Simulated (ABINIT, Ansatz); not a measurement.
# A GW chain in ABINIT: MgO (Fm-3m), part 2 of 3

How does a plane-wave GW calculation on MgO (Fm-3m) run from the first input to the gap?

ABINIT 10.8.3; PBE and many-body steps on it, plane waves. Known limits of the many-body steps: not at the basis limit.

So far. Step 2 (Ground state): The gap is direct, at Γ.

## Step 3: Bands along the symmetry lines

Level of this step: DFT, PBE, plane waves, norm-conserving pseudopotentials (ABINIT).

Levels along a band path, at the cheap level, show where the edges lie and whether the meshes to come will hold them.

run.abi reads:

```
acell 3*1.0 Angstrom
rprim 
  -0.000000000000 2.097001392700 2.097001392700
  2.097001392700 -0.000000000000 2.097001392700
  2.097001392700 2.097001392700 -0.000000000000
ntypat 2
znucl 12 8
natom 2
typat 1 2
xred 
  0.000000000000 0.000000000000 0.000000000000
  0.500000000000 0.500000000000 0.500000000000
pp_dirpath "pseudos"
pseudos "Mg.upf, O.upf"
ecut 38
iscf -2
irdden 1
kptopt 0
nkpt 50
kpt 
  0.00000000 0.00000000 0.00000000
  0.06250000 0.00000000 0.06250000
  0.12500000 0.00000000 0.12500000
  0.18750000 0.00000000 0.18750000
  0.25000000 0.00000000 0.25000000
  0.31250000 0.00000000 0.31250000
  0.37500000 0.00000000 0.37500000
  0.43750000 0.00000000 0.43750000
  0.50000000 0.00000000 0.50000000
  0.51562500 0.03125000 0.51562500
  0.53125000 0.06250000 0.53125000
  0.54687500 0.09375000 0.54687500
  0.56250000 0.12500000 0.56250000
  0.57812500 0.15625000 0.57812500
  0.59375000 0.18750000 0.59375000
  0.60937500 0.21875000 0.60937500
  0.62500000 0.25000000 0.62500000
  0.37500000 0.37500000 0.75000000
  0.32812500 0.32812500 0.65625000
  0.28125000 0.28125000 0.56250000
  0.23437500 0.23437500 0.46875000
  0.18750000 0.18750000 0.37500000
  0.14062500 0.14062500 0.28125000
  0.09375000 0.09375000 0.18750000
  0.04687500 0.04687500 0.09375000
  0.00000000 0.00000000 0.00000000
  0.06250000 0.06250000 0.06250000
  0.12500000 0.12500000 0.12500000
  0.18750000 0.18750000 0.18750000
  0.25000000 0.25000000 0.25000000
  0.31250000 0.31250000 0.31250000
  0.37500000 0.37500000 0.37500000
  0.43750000 0.43750000 0.43750000
  0.50000000 0.50000000 0.50000000
  0.50000000 0.46875000 0.53125000
  0.50000000 0.43750000 0.56250000
  0.50000000 0.40625000 0.59375000
  0.50000000 0.37500000 0.62500000
  0.50000000 0.34375000 0.65625000
  0.50000000 0.31250000 0.68750000
  0.50000000 0.28125000 0.71875000
  0.50000000 0.25000000 0.75000000
  0.50000000 0.21875000 0.71875000
  0.50000000 0.18750000 0.68750000
  0.50000000 0.15625000 0.65625000
  0.50000000 0.12500000 0.62500000
  0.50000000 0.09375000 0.59375000
  0.50000000 0.06250000 0.56250000
  0.50000000 0.03125000 0.53125000
  0.50000000 0.00000000 0.50000000
istwfk *1
nband 15
nbdbuf 2
tolwfr 1e-08
nstep 40
prtwf 0
prtvol 0
indata_prefix "in"
outdata_prefix "out"
tmpdata_prefix "tmp"
```

The run is started by

```sh
$ OMP_NUM_THREADS=1 mpirun -n 4 abinit run.abi > log
```

Numbers of over 12 decimals in the logs are rounded to 6 here.

Output:

```text
.Version 10.8.3 of ABINIT. v10.8.2 released Aug 2026.

 Symmetries : space group Fm -3 m (#225); Bravais cF (face-center cubic)
[... echo of the input left out ...]
== DATASET  1 ==================================================================
-   mpi_nproc: 4, omp_nthreads: 1 (-1 if OMP is not activated)

--- !DatasetInfo
iteration_state: {dtset: 1, }
dimensions: {natom: 2, nkpt: 50, mband: 15, nsppol: 1, nspinor: 1, nspden: 1, mpw: 1411, }
cutoff_energies: {ecut:  38.0, pawecutdg:  -1.0, }
electrons: {nelect:   1.60000000E+01, charge:   0.00000000E+00, occopt:   1.00000000E+00, tsmear:   1.00000000E-02, }

 Real(R)+Recip(G) space primitive vectors, cartesian coordinates (Bohr,Bohr^-1):
 R(1)=  0.0000000  3.9627583  3.9627583  G(1)= -0.1261747  0.1261747  0.1261747
 R(2)=  3.9627583  0.0000000  3.9627583  G(2)=  0.1261747 -0.1261747  0.1261747
 R(3)=  3.9627583  3.9627583  0.0000000  G(3)=  0.1261747  0.1261747 -0.1261747
 Unit cell volume ucvol=  1.2445798E+02 bohr^3
 Angles (23,13,12)=  6.00000000E+01  6.00000000E+01  6.00000000E+01 degrees

 getcut: wavevector=  0.0000  0.0000  0.0000  ngfft=  32  32  32
         ecut(hartree)=     38.000   => boxcut(ratio)=   2.05769

--- Pseudopotential description ------------------------------------------------
- Mg Generated using ONCVPSP code by D. R. Hamann
- 12.00000  10.00000  171031                  znucl, zion, pspdat
12 -101130 1 -1 1510                          pspcod,pspxc,lmax,lloc,mmax
     nproj     2     2     0
  pspatm : epsatm=    9.22893308
         --- l  ekb(1:nproj) -->
             0    2.250005   -0.808630
             1   -6.469357   -2.503313
 pspatm: atomic psp has been read  and splines computed

- O Generated using ONCVPSP code by D. R. Hamann
-  8.00000   6.00000  171031                  znucl, zion, pspdat
12 -101130 2 -1 936                           pspcod,pspxc,lmax,lloc,mmax
     nproj     2     2     1
  pspatm : epsatm=    6.19545534
         --- l  ekb(1:nproj) -->
             0    6.056735    0.824024
[...]
2   -1.331955
 pspatm: atomic psp has been read  and splines computed

--------------------------------------------------------------------------------

================================================================================
 prteigrs : about to open file out_EIG
 Non-SCF case, kpt    1 (  0.00000  0.00000  0.00000), residuals and eigenvalues=
  3.62E-09  2.32E-09  3.41E-09  4.94E-09  9.15E-09  1.91E-09  5.29E-09  8.93E-09
  4.40E-09  1.83E-09  8.92E-09  2.29E-09  6.87E-09  3.16E-08  2.61E-07
 -2.4797E+00 -1.2578E+00 -1.2578E+00 -1.2578E+00 -4.5613E-01  1.7790E-01
  1.7790E-01  1.7790E-01  3.5778E-01  7.6721E-01  7.6721E-01  7.6721E-01
[...]
Non-SCF case, kpt    2 (  0.06250  0.00000  0.06250), residuals and eigenvalues=
  3.02E-09  8.62E-09  1.99E-09  6.39E-09  3.31E-09  3.28E-09  1.66E-09  3.81E-09
[...]
3.33E-09  1.27E-09  8.65E-10  3.46E-09  1.92E-09  1.81E-09  5.31E-09  4.86E-09
  4.55E-09  6.95E-10  6.38E-09  1.73E-09  4.85E-09  4.94E-08  4.13E-07
[...]
Non-SCF case, kpt   49 (  0.50000  0.03125  0.53125), residuals and eigenvalues=
[...]
Non-SCF case, kpt   50 (  0.50000  0.00000  0.50000), residuals and eigenvalues=
[...]
-2.4793E+00 -1.2606E+00 -1.2589E+00 -1.2589E+00 -3.9813E-01  2.7623E-02
  1.2827E-01  1.2827E-01  5.1764E-01  5.5107E-01  6.6414E-01  8.8312E-01
[...]
--- !ResultsGS
iteration_state: {dtset: 1, }
comment   : Summary of ground state results
lattice_vectors:
- [ -0.0000000,   3.9627583,   3.9627583, ]
- [  3.9627583,  -0.0000000,   3.9627583, ]
- [  3.9627583,   3.9627583,  -0.0000000, ]
lattice_lengths: [   5.60419,    5.60419,    5.60419, ]
lattice_angles: [ 60.000,  60.000,  60.000, ] # degrees, (23, 13, 12)
lattice_volume:   1.2445798E+02
convergence: {deltae:  0.000E+00, res2:  0.000E+00, residm:  9.981E-09, diffor:  0.000E+00, }
etotal    :  -7.60504444E+01
entropy   :   0.00000000E+00
fermie    :   1.77897150E-01
cartesian_stress_tensor: null
pressure_GPa: null
xred      :
- [  0.0000E+00,   0.0000E+00,   0.0000E+00, Mg]
- [  5.0000E-01,   5.0000E-01,   5.0000E-01,  O]
cartesian_forces: null
force_length_stats: {min: null, max: null, mean: null, }

 Integrated electronic density in atomic spheres:
 ------------------------------------------------
 Atom  Sphere_radius  Integrated_density
[...]
================================================================================

 ----iterations are completed or convergence reached----

 Mean square residual over all n,k,spin=   35.766E-10; max=  99.810E-10
 reduced coordinates (array xred) for    2 atoms
       0.000000000000      0.000000000000      0.000000000000
       0.500000000000      0.500000000000      0.500000000000

 cartesian coordinates (angstrom) at end:
    1      0.000000     0.000000     0.000000
    2      2.097001     2.097001     2.097001
 length scales=  1.889726125908  1.889726125908  1.889726125908 bohr
              =  1.000000000000  1.000000000000  1.000000000000 angstroms
 prteigrs : about to open file out_EIG
 Eigenvalues (hartree) for nkpt=  50  k points:
 kpt#   1, nband= 15, wtk=  1.00000, kpt=  0.0000  0.0000  0.0000 (reduced coord)
[...]
kpt#   2, nband= 15, wtk=  1.00000, kpt=  0.0625  0.0000  0.0625 (reduced coord)
[...]
kpt#   3, nband= 15, wtk=  1.00000, kpt=  0.1250  0.0000  0.1250 (reduced coord)
[...]
kpt#  49, nband= 15, wtk=  1.00000, kpt=  0.5000  0.0313  0.5313 (reduced coord)
  -2.47926   -1.26059   -1.25893   -1.25892   -0.39804    0.02832    0.12683    0.12764
   0.51993    0.55330    0.66333    0.87823    0.88457    1.12988    1.18625
 kpt#  50, nband= 15, wtk=  1.00000, kpt=  0.5000  0.0000  0.5000 (reduced coord)
  -2.47926   -1.26059   -1.25891   -1.25891   -0.39813    0.02762    0.12827    0.12827
   0.51764    0.55107    0.66414    0.88312    0.88312    1.12685    1.18428

== END DATASET(S) ==============================================================
================================================================================

 -outvars: echo values of variables after computation  --------
            nband          15
             nkpt          50
          spgroup         225
 [... the other variables as echoed above ...]

 Calculation completed.
```

Run time: 3.7 s. Hardware: 4 MPI ranks of Arm Neoverse V1, shared host; peak memory 0.24 GiB; 15 s of CPU time.

This step gave:

- gap: 4.895 eV
- k of the valence top: 0, 0, 0
- k of the conduction bottom: 0, 0, 0
- least direct gap: 4.895 eV

The gap is 4.895 eV, as in the run before at this level.

The electronic bands at the labelled points (eV, zero at the top of the highest filled band; v1 is the highest filled band, c1 the lowest empty one):

| point | v4 | v3 | v2 | v1 | c1 | c2 | c3 | c4 |
| --- | --- | --- | --- | --- | --- | --- | --- | --- |
| Γ | -17.25 | 0.00 | 0.00 | 0.00 | 4.89 | 16.04 | 16.04 | 16.04 |
| halfway | -16.47 | -2.63 | -0.74 | -0.74 | 8.23 | 11.31 | 15.69 | 17.68 |
| X | -15.67 | -4.09 | -1.35 | -1.35 | 9.24 | 10.15 | 13.23 | 19.19 |
| halfway | -15.66 | -3.94 | -1.80 | -1.30 | 9.63 | 10.67 | 13.07 | 18.82 |
| U | -15.65 | -3.50 | -2.72 | -1.15 | 10.22 | 11.95 | 12.66 | 18.34 |
| jump to K | -15.65 | -3.50 | -2.72 | -1.15 | 10.22 | 11.95 | 12.66 | 18.34 |
| halfway | -16.39 | -2.94 | -1.18 | -0.39 | 8.32 | 12.13 | 15.56 | 18.15 |
| Γ | -17.25 | 0.00 | 0.00 | 0.00 | 4.89 | 16.04 | 16.04 | 16.04 |
| halfway | -16.63 | -2.66 | -0.34 | -0.34 | 7.24 | 12.72 | 16.87 | 16.87 |
| L | -15.90 | -4.64 | -0.65 | -0.65 | 8.02 | 12.76 | 16.49 | 16.49 |
| halfway | -15.76 | -4.02 | -1.94 | -0.99 | 9.80 | 12.34 | 13.67 | 17.10 |
| W | -15.61 | -2.96 | -2.96 | -1.78 | 11.77 | 11.77 | 12.35 | 15.74 |
| halfway | -15.64 | -3.79 | -1.90 | -1.57 | 10.13 | 11.04 | 12.89 | 17.56 |
| X | -15.67 | -4.09 | -1.35 | -1.35 | 9.24 | 10.15 | 13.23 | 19.19 |

The electronic bands as a text plot (rows in eV, shown from -8.0 to 10.9 only):

```
   10.5 |       ++ +++++  ++++                         +     ++++
    9.7 |         +++ ++++    ++                      +       ++
    8.9 |       ++   +                              ++          +
    8.1 |     ++                +              +++++
    7.4 |    +                   ++         +++
    6.6 |                          ++      +
    5.8 |  ++                            ++
    5.0 |++                          ++++
    4.2 |
    3.4 |
    2.6 |
    1.8 |
    1.1 |
    0.3 |**                        ********
   -0.5 | ******            **********  *  ***********
   -1.3 |  **   ************    *  **    **         ******   ****
   -2.1 |    *         **   **** **        *          **  ****
   -2.9 |     ****       ***    *           *           ****
   -3.7 |         *** **********             **       ***   ****
   -4.5 |            *                         *******          *
   -5.2 |
   -6.0 |
   -6.8 |
   -7.6 |
         Γ           X  U|K            Γ         L        W     X
```

## Step 4: Empty states on the mesh, 8×8×8 mesh, 351 bands

The sums over transitions need many empty states on a uniform mesh; this step solves for them.

run.abi reads:

```
acell 3*1.0 Angstrom
rprim 
  -0.000000000000 2.097001392700 2.097001392700
  2.097001392700 -0.000000000000 2.097001392700
  2.097001392700 2.097001392700 -0.000000000000
ntypat 2
znucl 12 8
natom 2
typat 1 2
xred 
  0.000000000000 0.000000000000 0.000000000000
  0.500000000000 0.500000000000 0.500000000000
pp_dirpath "pseudos"
pseudos "Mg.upf, O.upf"
ecut 38
ngkpt 8 8 8
nshiftk 1
shiftk 0 0 0
kptopt 1
chksymbreak 0
irdden 1
istwfk *1
nband 351
prtvol 0
optdriver 6
gwr_task "HDIAGO"
paral_kgb 0
occopt 1
indata_prefix "in"
outdata_prefix "out"
tmpdata_prefix "tmp"
```

Output:

```text
[banner, memory and clock lines left out]
.Version 10.8.3 of ABINIT. v10.8.2 released Aug 2026.

 Symmetries : space group Fm -3 m (#225); Bravais cF (face-center cubic)
[... echo of the input left out ...]
== DATASET  1 ==================================================================
-   mpi_nproc: 4, omp_nthreads: 1 (-1 if OMP is not activated)

--- !DatasetInfo
iteration_state: {dtset: 1, }
dimensions: {natom: 2, nkpt: 29, mband: 351, nsppol: 1, nspinor: 1, nspden: 1, mpw: 1411, }
cutoff_energies: {ecut:  38.0, pawecutdg:  -1.0, }
electrons: {nelect:   1.60000000E+01, charge:   0.00000000E+00, occopt:   1.00000000E+00, tsmear:   1.00000000E-02, }

.Using double precision arithmetic; gwpc =  8

- Reading GS density from: in_DEN

--- Pseudopotential description ------------------------------------------------
- Mg Generated using ONCVPSP code by D. R. Hamann
- 12.00000  10.00000  171031                  znucl, zion, pspdat
12 -101130 1 -1 1510                          pspcod,pspxc,lmax,lloc,mmax
     nproj     2     2     0
  pspatm : epsatm=    9.22893308
         --- l  ekb(1:nproj) -->
             0    2.250005   -0.808630
             1   -6.469357   -2.503313
 pspatm: atomic psp has been read  and splines computed

- O Generated using ONCVPSP code by D. R. Hamann
-  8.00000   6.00000  171031                  znucl, zion, pspdat
12 -101130 2 -1 936                           pspcod,pspxc,lmax,lloc,mmax
     nproj     2     2     1
  pspatm : epsatm=    6.19545534
         --- l  ekb(1:nproj) -->
             0    6.056735    0.824024
             1   -4.717130   -1.149271
             2   -1.331955
 pspatm: atomic psp has been read  and splines computed

   2.46790215E+02                                ecore*ucvol(ha*bohr**3)

 Total charge density [el/Bohr^3]
)     Maximum=    3.3940E+00  at reduced coord.    0.0625    0.9375    0.9688
)     Minimum=    1.0142E-02  at reduced coord.    0.2500    0.2500    0.2500
   Integrated=    1.6000E+01

 === KS gaps after direct diagonalization ===
 Direct band gap semiconductor
 Fundamental gap:     4.895 (eV)
   VBM:     4.841 (eV) at k: [ 0.0000E+00,  0.0000E+00,  0.0000E+00]
   CBM:     9.736 (eV) at k: [ 0.0000E+00,  0.0000E+00,  0.0000E+00]
 Direct gap:         4.895 (eV) at k: [ 0.0000E+00,  0.0000E+00,  0.0000E+00]

== END DATASET(S) ==============================================================

 -outvars: echo values of variables after computation  --------
           etotal      0.0000000000E+00
            nband         351
             nkpt          29
          spgroup         225
 [... the other variables as echoed above ...]

 Calculation completed.
```

Run time: 22 s. Hardware: 4 MPI ranks; peak memory 0.76 GiB; 88 s of CPU time.

Numbers from this step:

```yaml
gap: 4.895 eV
k_of_the_valence_top: 0, 0, 0
k_of_the_conduction_bottom: 0, 0, 0
least_direct_gap: 4.895 eV
k_points_computed: 29
lowest_point_of_the_top_converged_band_above_the_valence_top: 385.1067 eV
```

On this mesh the gap is 4.895 eV.

## Step 5: Screening, 8×8×8 mesh, 343 bands, screening to 435.4 eV

The RPA dielectric matrix is built and inverted for each q.

This step: RPA screening on PBE, plane waves, norm-conserving pseudopotentials.

Changes to run.abi since step 4:

```diff
@@ -20,10 +20,11 @@
 chksymbreak 0
-irdden 1
 istwfk *1
-nband 351
-prtvol 0
-optdriver 6
-gwr_task "HDIAGO"
-paral_kgb 0
 occopt 1
+irdwfk 1
+optdriver 3
+nband 343
+ecuteps 16
+inclvkb 2
+awtr 1
+symchi 1
 indata_prefix "in"
```

Output:

```text
.Version 10.8.3 of ABINIT. v10.8.2 released Aug 2026.

 Symmetries : space group Fm -3 m (#225); Bravais cF (face-center cubic)
[... echo of the input left out ...]
== DATASET  1 ==================================================================
-   mpi_nproc: 4, omp_nthreads: 1 (-1 if OMP is not activated)

--- !DatasetInfo
iteration_state: {dtset: 1, }
dimensions: {natom: 2, nkpt: 29, mband: 343, nsppol: 1, nspinor: 1, nspden: 1, mpw: 1411, }
cutoff_energies: {ecut:  38.0, pawecutdg:  -1.0, }
electrons: {nelect:   1.60000000E+01, charge:   0.00000000E+00, occopt:   1.00000000E+00, tsmear:   1.00000000E-02, }

 SCREENING: Calculation of the susceptibility and dielectric matrices

 Based on a program developped by R.W. Godby, V. Olevano, G. Onida, and L. Reining.
 Incorporated in ABINIT by V. Olevano, G.-M. Rignanese, and M. Torrent.
.Using double precision arithmetic ; gwpc =  8

[... cell and pseudopotentials left out ...]
--------------------------------------------------------------------------------

 ==== K-mesh for the wavefunctions ====
 Number of points in the irreducible wedge :    29
[... list of points left out ...]
 Together with 48 symmetry operations and time-reversal symmetry
 yields   512 points in the full Brillouin Zone.

 ==== Q-mesh for the screening function ====
 Number of points in the irreducible wedge :    29
[... list of points left out ...]
 Together with 48 symmetry operations and time-reversal symmetry
 yields   512 points in the full Brillouin Zone.

 setmesh: FFT mesh size selected  =    25x   25x   25
          total number of points  =        15625

 vcoul_init : cutoff-mode = AUXILIARY_FUNCTION
 q-points for optical limit:   1
     1)      0.000010    0.000020    0.000030

- screening: taking advantage of time-reversal symmetry
- Maximum band index for partially occupied states nbvw = 8
- Remaining bands to be divided among processors   nbcw = 335
- Number of bands treated by each node ~83

 Number of electrons calculated from density =   16.0000; Expected =   16.0000
 average of density, n =  0.128557
 r_s =    1.2291
 omega_plasma =   34.5863 [eV]

 calculating chi0 at frequencies [eV] :
  1    0.000000E+00    0.000000E+00
  2    0.000000E+00    3.458631E+01

--------------------------------------------------------------------------------
  q-point number  1        q = ( 0.000000, 0.000000, 0.000000) [r.l.u.]
--------------------------------------------------------------------------------
[... chi0 elements left out ...]
 For q-point:  0.000010 0.000020 0.000030
  dielectric constant =   3.0036
  dielectric constant without local fields =   3.2264

  Average fulfillment of the sum rule on Im[epsilon] for q-point    1 :    101.29  [%]
[... wings left out ...]
  q-point number  2        q = ( 0.125000, 0.000000, 0.000000) [r.l.u.]
--------------------------------------------------------------------------------
[... chi0 elements left out ...]
  Average fulfillment of the sum rule on Im[epsilon] for q-point    2 :    109.04  [%]

 [... 27 further q-points ...]
```

The job ended after 32 min (4 MPI ranks; peak memory 4 GiB).

This step gave:

| Item | Value |
| --- | --- |
| ε∞ with local fields, on this mesh, along the program's q direction | 3.004 |
| the same without local fields | 3.226 |
| plasma frequency | 34.59 eV |
| plane waves in the screening matrix | 339 |

Local fields lower ε∞ by 7 %.

(Continued in part 3 of 3.)

[Paths, hosts, dates, memory and timing lines, banners, echoed tables and standing remarks are left out of the program output.]

[Logs are printed without paths, hosts, clocks, repeated set-up lines and the standing remarks that a program may print on its own settings, such as how far it seeks lower states.]

[Runs of the session that timed out or met a known fault of the program may be left out.]

[Hosts, paths, dates, database ids (printed as entryN), source tags and the programs' standing remarks are cut or masked in the printed files.]

[G0W0 gaps are taken among the corrected bands and points alone; a level outside them can change the order at an edge.]

[Where Ansatz stands beside ABINIT at settings called matched, ABINIT's density can come from a denser mesh and the files from another edition; pairs whose starting gaps differed by over 0.03 eV were left out, so agreement reads better than it is.]
